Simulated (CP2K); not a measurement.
# MoS2 (R3m) in CP2K: convergence with supercell

Aim: find how far supercell must go before the results for MoS2 settle, at RPBE. This setting moves, with any that are tied to it; all else stays.

All numbers are computed with CP2K 2026.2; they aren't measurements. Logs are shortened: lines on timing, memory, paths and dates and some standing lists are left out, and cuts for length are marked.

### Step 1. The crystal as given

It takes space group R3m (No. 160, trigonal). The conventional cell has a = 3.160 Å, b = 3.160 Å, c = 18.450 Å, α = 90.00°, β = 90.00°, γ = 120.00°. Mo (site symmetry 3m) is surrounded by 6 S at 2.39 Å. S (site symmetry 3m) is surrounded by 3 Mo at 2.39 Å. S (site symmetry 3m) has 3 Mo at 2.39 Å as nearest neighbours.

Measurements of this composition are mostly on another form, of space group No. 194.

### Step 2. With supercell 1 × 1 × 1

File mos2_converge.inp:

```
&GLOBAL
  PROJECT mos2_converge
  RUN_TYPE ENERGY_FORCE
  PRINT_LEVEL LOW
&END GLOBAL
&FORCE_EVAL
  METHOD QS
  STRESS_TENSOR ANALYTICAL
  &DFT
    BASIS_SET_FILE_NAME BASIS_MOLOPT
    POTENTIAL_FILE_NAME GTH_POTENTIALS
    &MGRID
      CUTOFF 450
      REL_CUTOFF 60
      NGRIDS 4
    &END MGRID
    &QS
      METHOD GPW
      EPS_DEFAULT 1.0E-9
    &END QS
    &SCF
      SCF_GUESS ATOMIC
      EPS_SCF 1.0E-6
      MAX_SCF 100
      ADDED_MOS 9
      CHOLESKY RESTORE
      &DIAGONALIZATION ON
        ALGORITHM STANDARD
      &END DIAGONALIZATION
      &MIXING ON
        METHOD BROYDEN_MIXING
        ALPHA 0.4
        BETA 1.5
        NBUFFER 8
      &END MIXING
      &SMEAR ON
        METHOD FERMI_DIRAC
        ELECTRONIC_TEMPERATURE [K] 1160.452
      &END SMEAR
    &END SCF
    &XC
      &XC_FUNCTIONAL
        &GGA_X_RPBE
        &END GGA_X_RPBE
        &GGA_C_PBE
        &END GGA_C_PBE
      &END XC_FUNCTIONAL
    &END XC
    &PRINT
      &MULLIKEN ON
      &END MULLIKEN
      &MO ON
        ENERGIES T
        OCCUPATION_NUMBERS T
        &EACH
          QS_SCF 0
        &END EACH
        ADD_LAST NUMERIC
      &END MO
    &END PRINT
  &END DFT
  &SUBSYS
    &CELL
      A 6.4149071181 0.0000000000 0.0000000000
      B 5.6365949916 3.0626508508 0.0000000000
      C 5.6365949916 1.4324291105 2.7070236565
      PERIODIC XYZ
      MULTIPLE_UNIT_CELL 1 1 1
    &END CELL
    &COORD
      SCALED
      Mo  0.0000000000 0.0000000000 0.0000000000
      S   0.4170000000 0.4170000000 0.4170000000
      S   0.2500000000 0.2500000000 0.2500000000
    &END COORD
    &TOPOLOGY
      MULTIPLE_UNIT_CELL 1 1 1
    &END TOPOLOGY
    &KIND Mo
      BASIS_SET DZVP-MOLOPT-SR-GTH-q14
      POTENTIAL GTH-PBE-q14
    &END KIND
    &KIND S
      BASIS_SET DZVP-MOLOPT-SR-GTH-q6
      POTENTIAL GTH-PBE-q6
    &END KIND
    &PRINT
      &ATOMIC_COORDINATES ON
      &END ATOMIC_COORDINATES
      &CELL ON
      &END CELL
    &END PRINT
  &END SUBSYS
  &PRINT
    &FORCES ON
    &END FORCES
    &STRESS_TENSOR ON
    &END STRESS_TENSOR
  &END PRINT
&END FORCE_EVAL
```

Potentials or basis: GTH_POTENTIALS Mo GTH-PBE-q14, S GTH-PBE-q6; DZVP-MOLOPT-SR-GTH basis.

Command:

```console
$ OMP_NUM_THREADS=1 cp2k.psmp -i mos2_converge.inp -o mos2_converge.out
```

mos2_converge.out:

```text

 CP2K| version string:                                       CP2K version 2026.2
 CP2K| Input file name                                         mos2_converge.inp

 GLOBAL| Force Environment number                                              1
 GLOBAL| Basis set file name                                        BASIS_MOLOPT
 GLOBAL| Potential file name                                      GTH_POTENTIALS
 GLOBAL| MM Potential file name                                     MM_POTENTIAL
 GLOBAL| Coordinate file name                                      __STD_INPUT__
 GLOBAL| Method name                                                        CP2K
 GLOBAL| Project name                                              mos2_converge
 GLOBAL| Run type                                                   ENERGY_FORCE
 GLOBAL| FFT library                                                       FFTW3
[... 8 lines left out ...]
 GLOBAL| CPU model name                                                  UNKNOWN

 CELL| Volume [angstrom^3]:                                            53.183867
 CELL| Vector a [angstrom]:       6.415     0.000     0.000   |a| =     6.414907
 CELL| Vector b [angstrom]:       5.637     3.063     0.000   |b| =     6.414907
 CELL| Vector c [angstrom]:       5.637     1.432     2.707   |c| =     6.414907
 CELL| Angle (b,c), alpha [degree]:                                    28.517500
 CELL| Angle (a,c), beta  [degree]:                                    28.517500
 CELL| Angle (a,b), gamma [degree]:                                    28.517500
 CELL| Numerically orthorhombic:                                              NO
 CELL| Periodicity                                                           XYZ

 CELL_REF| Volume [angstrom^3]:                                        53.183867
 CELL_REF| Vector a [angstrom     6.415     0.000     0.000   |a| =     6.414907
 CELL_REF| Vector b [angstrom     5.637     3.063     0.000   |b| =     6.414907
 CELL_REF| Vector c [angstrom     5.637     1.432     2.707   |c| =     6.414907
 CELL_REF| Angle (b,c), alpha [degree]:                                28.517500
 CELL_REF| Angle (a,c), beta  [degree]:                                28.517500
 CELL_REF| Angle (a,b), gamma [degree]:                                28.517500
 CELL_REF| Numerically orthorhombic:                                          NO
 CELL_REF| Periodicity                                                       XYZ
[... 10 lines left out ...]

  Total number of            - Atomic kinds:                                   2
                             - Atoms:                                          3
                             - Shell sets:                                     3
                             - Shells:                                        18
                             - Primitive Cartesian functions:                 15
                             - Cartesian basis functions:                     59
                             - Spherical basis functions:                     52

  Maximum angular momentum of- Orbital basis functions:                        3
                             - Local part of the GTH pseudopotential:          2
                             - Non-local part of the GTH pseudopotential:      4

[... 46 lines left out ...]
     3 Broy./Diag. 0.40E+00    9.1     0.18760565       -87.4747816723 -1.65E-01
     4 Broy./Diag. 0.40E+00    9.1     0.07774504       -88.1448334880 -6.70E-01
     5 Broy./Diag. 0.40E+00    9.1     0.08094989       -88.7699825030 -6.25E-01
     6 Broy./Diag. 0.40E+00    9.1     0.01941887       -88.4951820267  2.75E-01
     7 Broy./Diag. 0.40E+00    9.2     0.00619589       -88.5367775812 -4.16E-02
     8 Broy./Diag. 0.40E+00    9.2     0.00634259       -88.4892042495  4.76E-02
     9 Broy./Diag. 0.40E+00    9.3     0.00129581       -88.4660046667  2.32E-02
    10 Broy./Diag. 0.40E+00    9.3     0.00045865       -88.4686925587 -2.69E-03
    11 Broy./Diag. 0.40E+00    9.3     0.00015893       -88.4696500454 -9.57E-04
    12 Broy./Diag. 0.40E+00    9.3     0.00004600       -88.4694681512  1.82E-04
    13 Broy./Diag. 0.40E+00    9.3     0.00005142       -88.4690220214  4.46E-04
    14 Broy./Diag. 0.40E+00    9.3     0.00001364       -88.4690357405 -1.37E-05
    15 Broy./Diag. 0.40E+00    9.3     0.00000992       -88.4690467763 -1.10E-05
    16 Broy./Diag. 0.40E+00    9.3     0.00000326       -88.4690215772  2.52E-05
    17 Broy./Diag. 0.40E+00    9.3     0.00000111       -88.4690016821  1.99E-05
    18 Broy./Diag. 0.40E+00    9.3     0.00000038       -88.4690015287  1.53E-07

  *** SCF run converged in    18 steps ***

  Electronic density on regular grids:        -25.9999999978        0.0000000022
  Core density on regular grids:               25.9999999809       -0.0000000191
  Total charge density on r-space grids:       -0.0000000169
  Total charge density g-space grids:          -0.0000000169

  Overlap energy of the core charge distribution:               0.00000000000676
  Self energy of the core charge distribution:               -176.94184945816679
  Core Hamiltonian energy:                                     40.80820772056722
  Hartree energy:                                              60.33924907881804
  Exchange-correlation energy:                                -12.67460853884901
  Electronic entropic energy:                                  -0.00000033107160
  Fermi energy:                                                 0.37911686623620

  Total energy:                                               -88.46900152869719
  Total energy (extrapolated to T->0):                        -88.46900136316140

 MO| EIGENVALUES AND OCCUPATION NUMBERS
 MO|
 MO|  Index      Eigenvalue [a.u.]        Eigenvalue [eV]             Occupation
 MO|      1              -1.907097             -51.894760               2.000000
 MO|      2              -0.913584             -24.859879               2.000000
 MO|      3              -0.913567             -24.859425               2.000000
 MO|      4              -0.913567             -24.859425               2.000000
 MO|      5              -0.214209              -5.828919               2.000000
 MO|      6              -0.156863              -4.268453               2.000000
[... 14 lines left out ...]
 MO|     21               0.756870              20.595489               0.000000
 MO|     22               0.756871              20.595512               0.000000
 MO| Sum:                                                              26.000000
 MO| E(Fermi):            0.379117 a.u.         10.316295 eV

 !-----------------------------------------------------------------------------!
                     Mulliken Population Analysis

 #  Atom  Element  Kind  Atomic population                           Net charge
       1     Mo       1         14.817614                             -0.817614
       2     S        2          5.592591                              0.407409
       3     S        2          5.589795                              0.410205
 # Total charge                             26.000000                  0.000000

 !-----------------------------------------------------------------------------!

 ENERGY| Total FORCE_EVAL ( QS ) energy [hartree]            -88.469000749760852

 FORCES| Atomic forces [hartree/bohr]
 FORCES|   Atom     x               y               z               |f|
 FORCES|      1  4.04101920E-03  1.02668263E-03  6.18516886E-04   4.21502984E-03
 FORCES|      2 -6.73213619E-02 -1.71082521E-02 -1.03031353E-02   7.02211696E-02
 FORCES|      3  6.32796652E-02  1.60813973E-02  9.68451469E-03   6.60054331E-02
 FORCES| Sum    -6.77521050E-07 -1.72178896E-07 -1.03689308E-07
 FORCES| Total atomic force                                       7.06704902E-07

 STRESS| Analytical stress tensor [bar]
 STRESS|                        x                   y                   z
 STRESS|      x        5.45768809609E+04  -7.80775325682E+04  -4.70198458872E+04
 STRESS|      y       -7.80775325682E+04   3.41971289087E+05  -1.19487772467E+04
 STRESS|      z       -4.70198458872E+04  -1.19487772467E+04   3.54619414943E+05
 STRESS| 1/3 Trace                                             2.50389194997E+05
 STRESS| Determinant                                           3.60514657910E+15

 STRESS| Eigenvectors and eigenvalues of the analytical stress tensor [bar]
 STRESS|                        1                   2                   3
 STRESS| Eigenvalues   2.75392281478E+04   3.61812993645E+05   3.61815363198E+05
 STRESS|      x           0.958705091842     -0.225882999492     -0.172804564224
 STRESS|      y           0.243634366718      0.965749610000      0.089274778847
 STRESS|      z           0.146720285681     -0.127689315624      0.980901930085
```

It took 3.1 min on 1 thread of Arm Neoverse N1, shared host; peak memory 0.47 GiB.

What came out:

```
Free energy            : -2407.3639 eV
Pressure               : 25.0 GPa
Largest force          : 3.611 eV/Å
Band gap on the k mesh : 2.76 eV
Mulliken charges       : Mo -0.82; S +0.41 e
```

### Step 3. With supercell 2 × 1 × 1

mos2_converge.inp: that of step 2 with these lines changed.

```diff
@@ -24,3 +24,3 @@
       MAX_SCF 100
-      ADDED_MOS 9
+      ADDED_MOS 19
       CHOLESKY RESTORE
@@ -67,3 +67,3 @@
       PERIODIC XYZ
-      MULTIPLE_UNIT_CELL 1 1 1
+      MULTIPLE_UNIT_CELL 2 1 1
     &END CELL
@@ -76,3 +76,3 @@
     &TOPOLOGY
-      MULTIPLE_UNIT_CELL 1 1 1
+      MULTIPLE_UNIT_CELL 2 1 1
     &END TOPOLOGY
```

Potentials or basis: GTH_POTENTIALS Mo GTH-PBE-q14, S GTH-PBE-q6; DZVP-MOLOPT-SR-GTH basis.

Command:

```console
$ OMP_NUM_THREADS=1 cp2k.psmp -i mos2_converge.inp -o mos2_converge.out
```

Wall time 5.1 min (1 thread of Arm Neoverse N1, shared host); peak memory 0.88 GiB.

What came out:

* Free energy: -4825.4237 eV
* Pressure: 13.1 GPa
* Largest force: 0.840 eV/Å
* Band gap on the k mesh: 2.80 eV
* Mulliken charges: Mo -0.74; S +0.36, +0.38 e

### Step 4. With supercell 2 × 2 × 1

mos2_converge.inp: that of step 3 with these lines changed.

```diff
@@ -24,3 +24,3 @@
       MAX_SCF 100
-      ADDED_MOS 19
+      ADDED_MOS 39
       CHOLESKY RESTORE
@@ -67,3 +67,3 @@
       PERIODIC XYZ
-      MULTIPLE_UNIT_CELL 2 1 1
+      MULTIPLE_UNIT_CELL 2 2 1
     &END CELL
@@ -76,3 +76,3 @@
     &TOPOLOGY
-      MULTIPLE_UNIT_CELL 2 1 1
+      MULTIPLE_UNIT_CELL 2 2 1
     &END TOPOLOGY
```

Command:

```console
$ OMP_NUM_THREADS=1 cp2k.psmp -i mos2_converge.inp -o mos2_converge.out
```

Wall time 10 min (1 thread of Arm Neoverse N1, shared host); peak memory 1.8 GiB.

Results:

```yaml
Free_energy: -9660.0946 eV
Pressure: 10.1 GPa
Largest_force: 0.955 eV/Å
Band_gap_on_the_k_mesh: 2.38 eV
Mulliken_charges: Mo -0.73; S +0.36, +0.37 e
```

### Step 5. With supercell 2 × 2 × 2

mos2_converge.inp: that of step 4 with these lines changed.

```diff
@@ -24,3 +24,3 @@
       MAX_SCF 100
-      ADDED_MOS 39
+      ADDED_MOS 79
       CHOLESKY RESTORE
@@ -67,3 +67,3 @@
       PERIODIC XYZ
-      MULTIPLE_UNIT_CELL 2 2 1
+      MULTIPLE_UNIT_CELL 2 2 2
     &END CELL
@@ -76,3 +76,3 @@
     &TOPOLOGY
-      MULTIPLE_UNIT_CELL 2 2 1
+      MULTIPLE_UNIT_CELL 2 2 2
     &END TOPOLOGY
```

Command:

```console
$ OMP_NUM_THREADS=1 cp2k.psmp -i mos2_converge.inp -o mos2_converge.out
```

Wall time 16 min (1 thread of Arm Neoverse N1, shared host).

The run was cut off at its time limit.

### Step 6. With supercell 3 × 2 × 2

mos2_converge.inp: that of step 5 with these lines changed.

```diff
@@ -24,3 +24,3 @@
       MAX_SCF 100
-      ADDED_MOS 79
+      ADDED_MOS 118
       CHOLESKY RESTORE
@@ -67,3 +67,3 @@
       PERIODIC XYZ
-      MULTIPLE_UNIT_CELL 2 2 2
+      MULTIPLE_UNIT_CELL 3 2 2
     &END CELL
@@ -76,3 +76,3 @@
     &TOPOLOGY
-      MULTIPLE_UNIT_CELL 2 2 2
+      MULTIPLE_UNIT_CELL 3 2 2
     &END TOPOLOGY
```

Potentials or basis: GTH_POTENTIALS Mo GTH-PBE-q14, S GTH-PBE-q6; DZVP-MOLOPT-SR-GTH basis.

Command:

```console
$ OMP_NUM_THREADS=1 cp2k.psmp -i mos2_converge.inp -o mos2_converge.out
```

It took 16 min on 1 thread of Arm Neoverse N1, shared host.

The run was cut off at its time limit.

### Step 7. With supercell 3 × 3 × 2

mos2_converge.inp: that of step 6 with these lines changed.

```diff
@@ -24,3 +24,3 @@
       MAX_SCF 100
-      ADDED_MOS 118
+      ADDED_MOS 177
       CHOLESKY RESTORE
@@ -67,3 +67,3 @@
       PERIODIC XYZ
-      MULTIPLE_UNIT_CELL 3 2 2
+      MULTIPLE_UNIT_CELL 3 3 2
     &END CELL
@@ -76,3 +76,3 @@
     &TOPOLOGY
-      MULTIPLE_UNIT_CELL 3 2 2
+      MULTIPLE_UNIT_CELL 3 3 2
     &END TOPOLOGY
```

Command:

```console
$ OMP_NUM_THREADS=1 cp2k.psmp -i mos2_converge.inp -o mos2_converge.out
```

It took 16 min on 1 thread of Arm Neoverse N1, shared host.

The run was cut off at its time limit.

### Step 8. Summary

```
supercell  energy less the tightest run, at zero smearing (meV/atom)  pressure (GPa)  largest force (eV/Å)  gap on the mesh (eV)  SCF cycles  CPU time (s)  peak memory (GiB)
1 × 1 × 1                                                    2553.23           25.04                 3.611                 2.762          18           180               0.47
2 × 1 × 1                                                     770.60           13.08                 0.840                 2.799          16           300               0.88
2 × 2 × 1                                                       0.00           10.08                 0.955                 2.383          16           600                1.8
2 × 2 × 2                                      timed out after 960 s               -                     -                     -           -             -                  -
3 × 2 × 2                                      timed out after 960 s               -                     -                     -           -             -                  -
3 × 3 × 2                                      timed out after 960 s               -                     -                     -           -             -                  -
```

Not settled before the last step: the energy (to 1 meV/atom), the pressure (to 0.1 GPa), the largest force (to 0.005 eV/Å), the gap on the mesh (to 0.01 eV). The tightest run that finished is the yardstick and may itself not be fully converged.

Caveats: a small supercell at the Gamma point samples the zone coarsely, so gaps, energies and pressures aren't converged; the potentials were made for another functional, which shifts forces and pressure; the basis of atomic orbitals isn't converged, which shifts pressures, moduli and gaps.
